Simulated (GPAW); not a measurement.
# Near-edge structure at the P K edge of zinc-blende (GaP)₁₋ₓ(InP)ₓ at x = 0.875

What does the P K edge look like in zinc-blende (GaP)₁₋ₓ(InP)ₓ at x = 0.875?

Method: X-ray absorption from dipole matrix elements to empty bands, plane-wave PAW PBE, in GPAW 26.7.0.

### 1. The structure

The cell holds 16 atoms: 7 In, 8 P and 1 Ga. Its edges and angles: a = 8.226 Å, b = 8.226 Å, c = 8.226 Å, α = 60.0°, β = 60.0°, γ = 60.0°. 16-atom zinc-blende cell, 7 of 8 Ga sites taken by In at random, lattice constants typed for the ends and interpolated (Vegard).

As a file:

```cif
data_structure
_symmetry_space_group_name_H-M 'P 1'
_symmetry_Int_Tables_number 1
_cell_length_a 8.2261
_cell_length_b 8.2261
_cell_length_c 8.2261
_cell_angle_alpha 60.000
_cell_angle_beta 60.000
_cell_angle_gamma 60.000
_cell_volume 393.61
loop_
_atom_site_label
_atom_site_type_symbol
_atom_site_fract_x
_atom_site_fract_y
_atom_site_fract_z
_atom_site_occupancy
In1 In 0.99895 0.99921 0.99800 1
P2 P 0.12586 0.12245 0.12466 1
In3 In 0.99861 0.99762 0.50086 1
P4 P 0.12386 0.12815 0.62400 1
Ga5 Ga 0.00059 0.50173 0.00036 1
P6 P 0.12666 0.62597 0.12372 1
In7 In 0.00003 0.49671 0.50200 1
P8 P 0.12665 0.62839 0.62709 1
In9 In 0.49822 0.99871 0.99990 1
P10 P 0.62131 0.12334 0.12529 1
In11 In 0.50016 0.00101 0.49965 1
P12 P 0.62626 0.12343 0.62381 1
In13 In 0.49537 0.49890 0.00101 1
P14 P 0.62457 0.62447 0.12225 1
In15 In 0.49933 0.50093 0.49884 1
P16 P 0.62650 0.62226 0.62524 1
```

### 2. Relaxation

Bond lengths around the absorber set the edge shape, so the atoms are relaxed before any spectrum.

The input, relax.py:

```python
import numpy as np
from ase import Atoms
from ase.parallel import parprint, paropen
from gpaw import GPAW, PW, FermiDirac, Mixer, MixerDif, setup_paths
from ase.optimize import BFGS

atoms = Atoms('InPInPGaPInPInPInPInPInP',
    cell=[[0, 5.81675, 5.81675],
     [5.81675, 0, 5.81675],
     [5.81675, 5.81675, 0]],
    scaled_positions=[[0.998946, 0.999207, 0.998002],
     [0.125856, 0.122447, 0.124655],
     [0.998609, 0.997618, 0.50086],
     [0.12386, 0.128146, 0.623996],
     [0.000585, 0.501728, 0.000355],
     [0.126665, 0.625969, 0.123715],
     [0.000025, 0.496711, 0.502001],
     [0.126652, 0.628394, 0.627086],
     [0.498225, 0.998714, 0.999903],
     [0.621313, 0.123343, 0.125285],
     [0.500161, 0.001009, 0.499648],
     [0.626263, 0.123428, 0.623805],
     [0.495366, 0.498897, 0.001014],
     [0.62457, 0.624466, 0.122249],
     [0.499326, 0.500929, 0.498844],
     [0.6265, 0.622257, 0.625236]],
    pbc=True)
atoms.calc = GPAW(legacy_gpaw=True, mode=PW(400, force_complex_dtype=True), xc='PBE', setups={},
    kpts={'size': (3, 3, 3), 'gamma': True}, occupations=FermiDirac(0.08),
    charge=0, mixer=Mixer(0.1, 5, 50), maxiter=150,
    convergence={'density': 0.0001, 'eigenstates': 1e-6}, txt='relax.txt')
steps = []
opt = BFGS(atoms, logfile='-')
opt.attach(lambda: steps.append([atoms.get_potential_energy(), float(np.linalg.norm(atoms.get_forces(), axis=1).max())]))
done = opt.run(fmax=0.05, steps=30)
out = dict(done=bool(done), steps=steps, frac=atoms.get_scaled_positions().tolist())
import json
with paropen('out.json', 'w') as f:
    json.dump(out, f)
```

Command:

```bash
$ OMP_NUM_THREADS=1 mpirun -n 4 gpaw python relax.py
```

Numbers of over 12 decimals in the logs are rounded to 6 here.

The program printed:

```text
Input parameters:
  convergence: {density: 0.0001,
                eigenstates: 1e-06}
  kpts: {gamma: True,
         size: (3, 3, 3)}
  maxiter: 150
  mixer: {backend: pulay,
          beta: 0.1,
          method: separate,
          nmaxold: 5,
          weight: 50}
  mode: {ecut: 400.0,
         force_complex_dtype: True,
         name: pw}
  occupations: {fixmagmom: False,
                name: fermi-dirac,
[...]
Forces in eV/Ang:
[...]
14 In    0.00545   -0.01639   -0.01421
 15 P    -0.00484    0.00990   -0.00989
Step     Time          Energy          fmax
BFGS:    0 02:04:24      -67.791290        1.176800
BFGS:    1 02:05:09      -67.873730        1.009332
BFGS:    2 02:06:06      -68.056852        0.196193
BFGS:    3 02:06:40      -68.060556        0.156427
BFGS:    4 02:07:15      -68.064470        0.092109
BFGS:    5 02:07:49      -68.066123        0.037215
[key lines of the parts left out:]
Converged after 6 iterations.
Dipole moment: (-21.597398, -23.804449, -21.519694) |e|*Ang
Free energy:    -68.066123
Fermi level: 5.30244
```

Elapsed: 5 min, on 4 MPI ranks of Arm Neoverse V1, shared host; peak memory 0.37 GiB; 20 min of CPU time.

In 5 steps the energy fell by 275 meV (energies extrapolated to zero smearing) and the largest force to 0.037 eV/Å. Atom 2 (P; the text counts from 1, the script from 0) is among those that moved most, by 0.11 Å.

### 3. Ground state of the crystal

A plain self-consistent run shows whether there is a gap, which decides the set-up of the core-hole run.

The input, scf.py:

```python
import numpy as np
from ase import Atoms
from ase.parallel import parprint, paropen
from gpaw import GPAW, PW, FermiDirac, Mixer, MixerDif, setup_paths
from gpaw.test import gen
setup_paths.insert(0, '.')
gen('P', name='nch1s', xcname='PBE', corehole=(1, 0, 0), write_xml=True)
from gpaw.mpi import world
world.barrier()

atoms = Atoms('InPInPGaPInPInPInPInPInP',
    cell=[[0, 5.81675, 5.81675],
     [5.81675, 0, 5.81675],
     [5.81675, 5.81675, 0]],
    scaled_positions=[[0.9982712, 0.0005128, 0.9992581],
     [0.1188162, 0.1392837, 0.1196318],
     [0.0000241, 0.9997914, 0.4990717],
     [0.1251816, 0.1250618, 0.6240307],
     [0.9999744, 0.4994676, 0.0011709],
     [0.1187686, 0.6206644, 0.1214556],
     [0.0007522, 0.5006825, 0.5010146],
     [0.120862, 0.6199875, 0.640556],
     [0.4984095, 0.998127, 0.9996229],
     [0.6231297, 0.123346, 0.1252104],
     [0.5000034, 0.9990468, 0.5001141],
     [0.6245925, 0.1250775, 0.6242439],
     [0.4986464, 0.4986037, 0.9999725],
     [0.6396384, 0.6186628, 0.1187198],
     [0.5005215, 0.5004897, 0.4979614],
     [0.6252957, 0.6244278, 0.624649]],
    pbc=True)
atoms.calc = calc = GPAW(legacy_gpaw=True, mode=PW(400, force_complex_dtype=True), xc='PBE', setups={1: 'nch1s'},
    kpts={'size': (3, 3, 3), 'gamma': True}, occupations=FermiDirac(0.05),
    charge=0, mixer=Mixer(0.1, 5, 50), maxiter=150,
    convergence={'density': 0.0001, 'eigenstates': 1e-6}, txt='scf.txt')
energy = atoms.get_potential_energy() + calc.get_reference_energy()
ef = calc.get_fermi_level()
out = dict(energy=energy, fermi=ef, forces=atoms.get_forces().tolist())
parprint(f'all-electron energy {energy:.4f} eV, Fermi level {ef:.4f} eV')
ev = np.array([[calc.get_eigenvalues(k, s) for k in range(len(calc.get_ibz_k_points()))] for s in range(calc.get_number_of_spins())])
out['homo'], out['lumo'], out['counts'] = ev[ev < ef].max(), ev[ev > ef].min(), sorted(set((ev < ef).sum((0, 2)).tolist()))
out['filled'] = (ev[:, 0] < ef).sum(1).tolist()
import json
with paropen('out.json', 'w') as f:
    json.dump(out, f)
```

Command:

```bash
$ OMP_NUM_THREADS=1 mpirun -n 4 gpaw python scf.py
```

The program printed:

```text
Input parameters:
  convergence: {density: 0.0001,
                eigenstates: 1e-06}
  kpts: {gamma: True,
         size: (3, 3, 3)}
  maxiter: 150
  mixer: {backend: pulay,
          beta: 0.1,
          method: separate,
          nmaxold: 5,
          weight: 50}
  mode: {ecut: 400.0,
         force_complex_dtype: True,
         name: pw}
  occupations: {fixmagmom: False,
                name: fermi-dirac,
                width: 0.05}
  setups: {1: nch1s}
  xc: PBE

Initialize ...

[... PAW data sets ...]

Reference energy: -1247135.918684  # eV

Spin-paired calculation

[... convergence settings ...]
Symmetries present (total): 1
  [... symmetry matrices ...]

27 k-points: 3 x 3 x 3 Monkhorst-Pack grid
14 k-points in the irreducible part of the Brillouin zone
       k-points in crystal coordinates                weights
   0:     0.00000000    0.00000000    0.00000000          1/27
   1:     0.00000000    0.00000000    0.33333333          2/27
   2:     0.00000000    0.33333333   -0.33333333          2/27
   3:     0.00000000    0.33333333    0.00000000          2/27
   4:     0.00000000    0.33333333    0.33333333          2/27
   5:     0.33333333   -0.33333333   -0.33333333          2/27
   6:     0.33333333   -0.33333333    0.00000000          2/27
   7:     0.33333333   -0.33333333    0.33333333          2/27
   8:     0.33333333    0.00000000   -0.33333333          2/27
   9:     0.33333333    0.00000000    0.00000000          2/27
          ...
  13:     0.33333333    0.33333333    0.33333333          2/27

Wave functions: Plane wave expansion
  Cutoff energy: 400.000 eV
  Number of coefficients (min, max): 7119, 7150
  Pulay-stress correction: 0.000000 eV/Ang^3 (de/decut=0.000000)
  Using FFTW library
  Wavefunction extrapolation:
    Improved wavefunction reuse through dual PAW basis

Occupation numbers: Fermi-Dirac:
  width: 0.0500  # eV

Eigensolver
   Davidson(niter=2)

Densities:
  Coarse grid: 40*40*40 grid
  Fine grid: 80*80*80 grid
  Total Charge: 0.000000

Density mixing:
  Method: separate
  Backend: pulay
  Linear mixing parameter: 0.1
  old densities: 5
  Width of damping distribution: 1.1
  Damping of long wavelength oscillations: 50

[... Hamiltonian set-up ...]
Number of atoms: 16
Number of atomic orbitals: 99
Number of bands in calculation: 85
Number of valence electrons: 134
Bands to converge: occupied

... initialized

Initializing position-dependent things.

Density initialized from atomic densities
Creating initial wave functions:
  85 bands from LCAO basis set

                                     In
              Ga        In  In
                         P
                              In
                P
                     In
                  P
                          In
         P              P

              P    In
                P

       P

Atomic positions and initial magnetic moments

Positions:
   0 In     5.815417   11.619129    5.809677    ( 0.0000,  0.0000,  0.0000)
   1 P      1.506047    1.386992    1.501303    ( 0.0000,  0.0000,  0.0000)
   2 In     8.718512    2.903115    5.815677    ( 0.0000,  0.0000,  0.0000)
   3 P      4.357284    4.357981    1.455603    ( 0.0000,  0.0000,  0.0000)
   4 Ga     2.912089    5.823412    8.721879    ( 0.0000,  0.0000,  0.0000)
   5 P      4.316727    1.397324    4.301097    ( 0.0000,  0.0000,  0.0000)
   6 In     5.826622    2.918652    2.916720    ( 0.0000,  0.0000,  0.0000)
[...]
13 P      4.289170    4.411180    7.319224    ( 0.0000,  0.0000,  0.0000)
  14 In     5.807740    5.807925    5.822632    ( 0.0000,  0.0000,  0.0000)
  15 P      7.265567    7.270616    7.269329    ( 0.0000,  0.0000,  0.0000)

Unit cell:
           periodic     x           y           z      points  spacing
  1. axis:    yes    0.000000    5.816750    5.816750    40     0.1679
  2. axis:    yes    5.816750    0.000000    5.816750    40     0.1679
  3. axis:    yes    5.816750    5.816750    0.000000    40     0.1679

  Lengths:   8.226127   8.226127   8.226127
  Angles:   60.000000  60.000000  60.000000

Effective grid spacing dv^(1/3) = 0.1832

iter:   1   -70.753854
iter:   2   -69.702168   -1.69  -1.08
iter:   3   -68.099554   -1.51  -1.15
iter:   4   -68.068465   -3.03  -1.53
iter:   5   -68.108712c  -2.65  -1.62
iter:   6   -68.082169c  -2.85  -2.27
iter:   7   -68.065707c  -3.66  -2.27
iter:   8   -68.065827c  -4.81  -2.87
iter:   9   -68.065546c  -4.78  -2.97
iter:  10   -68.065646c  -5.15  -3.22
iter:  11   -68.065496c  -5.56  -3.24
iter:  12   -68.065489c  -6.69c -3.80
iter:  13   -68.065485c  -6.58c -4.00
iter:  14   -68.065483c  -7.79c -4.01c

Converged after 14 iterations.

Dipole moment: (-21.599602, -23.804478, -21.521002) |e|*Ang

Energy contributions relative to reference atoms: (reference = -1247135.918684)

Kinetic:       +185.656294
Potential:     -169.930628
External:        +0.000000
XC:             -85.970602
Entropy (-ST):   -0.000116
Local:           +2.179511
SIC:             +0.000000
--------------------------
Free energy:    -68.065541
Extrapolated:   -68.065483

Showing only first 2 kpts
 Kpt  Band  Eigenvalues  Occupancy
  0    65      4.91437    1.99866
  0    66      4.91562    1.99863
  0    67      5.59008    0.00403
  0    68      6.27950    0.00000

  1    65      4.61143    2.00000
  1    66      4.61507    2.00000
  1    67      6.41612    0.00000
  1    68      6.81250    0.00000

Fermi level: 5.27979

Gap: 0.674 eV
Transition (v -> c):
  (s=0, k=0, n=66, [0.00, 0.00, 0.00]) -> (s=0, k=0, n=67, [0.00, 0.00, 0.00])
No difference between direct/indirect transitions

Forces in eV/Ang:
  0 In   -0.00851    0.04558   -0.00083
  1 P    -0.01127    0.02094   -0.00069
  2 In   -0.03014    0.00841   -0.01222
  3 P     0.01784   -0.00769   -0.00447
  4 Ga   -0.00659   -0.01467    0.00731
  5 P    -0.02179    0.00521    0.01436
  6 In   -0.02185   -0.01147    0.00751
[...]
13 P     0.02314   -0.00871   -0.00478
 14 In    0.01061   -0.02574   -0.01308
 15 P    -0.00613    0.00819   -0.00975
Scalar-relativistic atomic PBE calculation for P (Phosphorus, Z=15)
Core hole in 1s state (1s occupation: 2.0)
450 radial gridpoints.
|------------------------------------------------|
|------------------------------------------------|
[... the atom generator's iteration count ...]

Energy contributions:
-------------------------
Kinetic:     +342.906436
XC:           -22.991824
Potential:   -661.790396
-------------------------
Total:       -341.875784

state      eigenvalue         ekin         rmax
-----------------------------------------------
1s^2.0 :   -76.579645   106.980195        0.068
2s^2.0 :    -6.393391    15.726762        0.419
2p^6.0 :    -4.575064    14.823216        0.354
3s^2.0 :    -0.513310     2.126100        1.575
3p^3.0 :    -0.202354     1.433676        1.835
-----------------------------------------------
(units: Bohr and Hartree)

Generating PAW setup
Kinetic energy of the core from tauc = 335.182992
Cutoffs:
rc(s)=1.800
rc(p)=1.800
rc(d)=1.800
rc(vbar)=1.620
rc(comp)=1.800
rc(nct)=1.800

Kinetic energy of the core states: 334.353209
Charge: 0.0
Core electrons: 10.0
Valence electrons: 5.0
Pseudo-core charge: 0.177519
Shape function alpha=3.086
Pseudo-electron charge 5.446445
state    eigenvalue         norm
--------------------------------
3s(2) :    -0.513310     1.123125
*s    :     0.486690
3p(3) :    -0.202354     1.007558
*p    :     0.797646
*d    :     0.000000
--------------------------------

Diagonalizing with gridspacing h=0.050

state   all-electron     PAW
-------------------------------
3s:      -0.513310    -0.513614
3p:      -0.202354    -0.202609
*d:                    0.037583
*f:                    0.071811
-------------------------------
all-electron energy -1247203.9842 eV, Fermi level 5.2798 eV
```

The job ended after 86 s (4 MPI ranks; peak memory 0.37 GiB; 5.7 min of CPU time).

The mesh shows a gap of 0.67 eV. The excited electron is kept all the same, so that all members of the series, with or without a gap, are treated alike.

### 4. Reference energy of the cell

The photon energy needs a difference of total energies, so the cell and mesh of the coming hole run are first run without a hole.

Changes to scf.py since step 3:

```diff
@@ -32,3 +32,3 @@
 atoms.calc = calc = GPAW(legacy_gpaw=True, mode=PW(400, force_complex_dtype=True), xc='PBE', setups={1: 'nch1s'},
-    kpts={'size': (3, 3, 3), 'gamma': True}, occupations=FermiDirac(0.05),
+    kpts={'size': (3, 3, 3), 'gamma': True}, occupations=FermiDirac(0.02),
     charge=0, mixer=Mixer(0.1, 5, 50), maxiter=150,
```

The program printed:

```text
Input parameters:
  convergence: {density: 0.0001,
                eigenstates: 1e-06}
  kpts: {gamma: True,
         size: (3, 3, 3)}
  maxiter: 150
  mixer: {backend: pulay,
          beta: 0.1,
          method: separate,
          nmaxold: 5,
          weight: 50}
  mode: {ecut: 400.0,
         force_complex_dtype: True,
         name: pw}
  occupations: {fixmagmom: False,
                name: fermi-dirac,
[...]
3s(2) :    -0.513310     1.123125
*s    :     0.486690
3p(3) :    -0.202354     1.007558
*p    :     0.797646
*d    :     0.000000
--------------------------------

Diagonalizing with gridspacing h=0.050

state   all-electron     PAW
-------------------------------
3s:      -0.513310    -0.513614
3p:      -0.202354    -0.202609
*d:                    0.037583
*f:                    0.071811
-------------------------------
all-electron energy -1247203.9842 eV, Fermi level 5.2627 eV
[key lines of the parts left out:]
Converged after 14 iterations.
Dipole moment: (-21.599545, -23.804484, -21.520945) |e|*Ang
Free energy:    -68.065526
Fermi level: 5.26270
```

Run time: 86 s. Hardware: 4 MPI ranks; peak memory 0.37 GiB.

Reference energy: -1247203.984 eV with the cores included.

(Part 1 of 2 ends here.)

[Banner, clock and machine lines of the logs are left out without a mark of their own.]

[Logs are printed without paths, hosts, clocks, repeated set-up lines and the standing remarks that a program may print on its own settings, such as how far it seeks lower states.]

[Hosts, paths, dates, database ids (printed as entryN), source tags and the programs' standing remarks are cut or masked in the printed files.]

[Lists of maxima count a maximum above −3 eV only where it reaches 4 % of the highest in the window and stands out from its surroundings by 2 % of it (1.5 % where it reaches 55 %); shoulders and weaker maxima are passed over, and of the rest the first, up to two pre-edge ones and the few strongest are named.]
